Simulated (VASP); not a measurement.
Crystal: MoSe2.

```xyz
6
Lattice="3.2880 0.0000 0.0000 -1.6440 2.8475 0.0000 0.0000 0.0000 12.9000" Properties=species:S:1:pos:R:3 pbc="T T T"
Mo    1.6440    0.9492    9.6750
Mo    0.0000    1.8983    3.2250
Se    1.6440    0.9492    4.8375
Se    0.0000    1.8983   11.2875
Se    1.6440    0.9492    1.6125
Se    0.0000    1.8983    8.0625
```

```yaml
Program: VASP 6.6.1
Task: relaxation of cell and atoms
Functional: PBEsol
Potentials_or_basis: VASP PAW PBE potentials, release 64 (Mo_sv, Se)
Cutoff: 600 eV
k_mesh: 9 × 9 × 2
Occupations: fermi-dirac, width 0.05 eV
Spin: no spin polarisation
```

At the start: pressure 3.5 GPa; volume 20.13 Å³/atom.

How do energy, volume and symmetry change on relaxing?

Over 14 steps the energy falls by 14.0 meV/atom and the volume is 20.31 Å³/atom (+0.9 %); space group P6_3/mmc (No. 194, to 0.05 Å).

Step by step:
| step | energy change (eV) | largest force (eV/Å) | pressure (GPa) | volume (Å³) |
| --- | --- | --- | --- | --- |
| 1 | 0.0000 | 0.8474 | 3.53 | 120.78 |
| 2 | 0.1461 | 1.1548 | -7.71 | 128.65 |
| 3 | -0.0719 | 0.0364 | -1.08 | 123.56 |
| 4 | -0.0720 | 0.0584 | -0.97 | 123.48 |
| 5 | -0.0842 | 0.0051 | -0.04 | 122.03 |
| 6 | -0.0842 | 0.0042 | -0.03 | 122.00 |
| 7 | -0.0842 | 0.0096 | 0.01 | 121.97 |
| 8 | -0.0842 | 0.0140 | 0.04 | 121.94 |
| 9 | -0.0842 | 0.0141 | 0.02 | 121.93 |
| 10 | -0.0842 | 0.0145 | 0.04 | 121.92 |
| 11 | -0.0842 | 0.0154 | 0.04 | 121.89 |
| 12 | -0.0842 | 0.0171 | 0.05 | 121.83 |
| 13 | -0.0842 | 0.0087 | -0.01 | 121.84 |
| 14 | -0.0843 | 0.0023 | 0.00 | 121.85 |

Final structure:
```cif
data_structure
_symmetry_space_group_name_H-M 'P 1'
_symmetry_Int_Tables_number 1
_cell_length_a 3.2718
_cell_length_b 3.2718
_cell_length_c 13.1440
_cell_angle_alpha 90.000
_cell_angle_beta 90.000
_cell_angle_gamma 120.000
_cell_volume 121.85
loop_
_atom_site_label
_atom_site_type_symbol
_atom_site_fract_x
_atom_site_fract_y
_atom_site_fract_z
_atom_site_occupancy
Mo1 Mo 0.66667 0.33333 0.75000 1
Mo2 Mo 0.33333 0.66667 0.25000 1
Se1 Se 0.66667 0.33333 0.37676 1
Se2 Se 0.33333 0.66667 0.87676 1
Se3 Se 0.66667 0.33333 0.12324 1
Se4 Se 0.33333 0.66667 0.62324 1
```

Caveat: the PAW data sets were made with another functional, which shifts forces and pressure a little; this functional lacks dispersion, which binds the layers, so the pressure and a relaxed spacing across them are unreliable.
